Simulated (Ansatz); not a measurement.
## ZnS with an S vacancy: what each run costs

ZnS with an S vacancy, cell charge +2. Cell: 31 atoms, space group P3m1, a = 7.622 Å, b = 7.622 Å, c = 12.468 Å, α = 90.00°, β = 90.00°, γ = 120.00°.

All runs are DFT with Ansatz 0.2.0 on 1 thread of Arm Neoverse V1 (aarch64; 8 cores open to the job, memory cap 3.0 GiB, no GPU), a shared host.

Q: Rank the runs by wall time, shortest first.
A. single point at relaxed positions, r2SCAN, 500 eV, 3×3×2 k-points, smearing 0.01 eV
B. relaxation of the ions, PBE, 420 eV, 3×3×2 k-points, smearing 0.01 eV
C. single point, PBE, 420 eV, 3×3×2 k-points, smearing 0.01 eV

A: C (3.2 min, 1.2 GiB), A (5.6 min, 2.3 GiB), B (9.5 min, 1.3 GiB).
